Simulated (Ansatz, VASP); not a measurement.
# BP in VASP and in Ansatz

The input INCAR:

```
ALGO = Normal
EDIFF = 1E-7
ENCUT = 520
GGA = PS
ISIF = 2
ISMEAR = -1
LASPH = T
LCHARG = F
LREAL = F
LWAVE = F
NBANDS = 11
NELM = 100
PREC = Accurate
SIGMA = 0.05
```

File KPOINTS:

```
k-points
0
Gamma
  10 10 10
```

The input POSCAR:

```
BP
1.0
    0.0000000000      2.2537713532      2.2537713532
    2.2537713532      0.0000000000      2.2537713532
    2.2537713532      2.2537713532      0.0000000000
P B
1 1
Direct
    0.7500000000      0.7500000000      0.7500000000
    0.0000000000      0.0000000000      0.0000000000
```

File input.yaml:

```yaml
crystal:
  lattice:
    - [0.0, 2.2537713532, 2.2537713532]
    - [2.2537713532, 0.0, 2.2537713532]
    - [2.2537713532, 2.2537713532, 0.0]
  atoms:
    - { symbol: P, position: [0.75, 0.75, 0.75] }
    - { symbol: B, position: [0.0, 0.0, 0.0] }
kpoints:
  mp_grid: { grid: [10, 10, 10] }
scf:
  occupations: { method: fermi_dirac, width: 0.05 }
hamiltonian:
  xc: pbesol
  pseudopotentials: { kind: all_electron, lapw: { basis_error: 0.0005 } }
output:
  forces: true
  stress: true
  eigenvalues: true
```

Change from the starting cell: volume scaled by 0.98.

Alike in both runs: task single point; functional PBEsol; k mesh 10 × 10 × 10; occupations fermi-dirac, width 0.05 eV; no spin polarisation.

|  | VASP | Ansatz |
| --- | --- | --- |
| version | VASP 6.6.1 | Ansatz 0.2.0 |
| potentials or method | VASP PAW PBE potentials, release 64 (P, B) | all-electron LAPW, scalar-relativistic |
| plane-wave cutoff (eV) | 520 | see its input |

|  | VASP | Ansatz | Ansatz less VASP |
| --- | --- | --- | --- |
| gap on the k mesh at the Fermi level (eV) | 1.10 | 1.11 | +0.007 |
| least direct gap on the mesh (eV) | 3.39 | 3.40 | +0.009 |
| pressure (GPa) | 1.5 | 1.4 | -0.17 |

Ansatz ran all-electron here, so the differences hold the error of VASP's frozen core and of both bases.

Caveats: the PAW data sets were made with another functional, which shifts forces and pressure a little (VASP). A k mesh can miss the band edges.
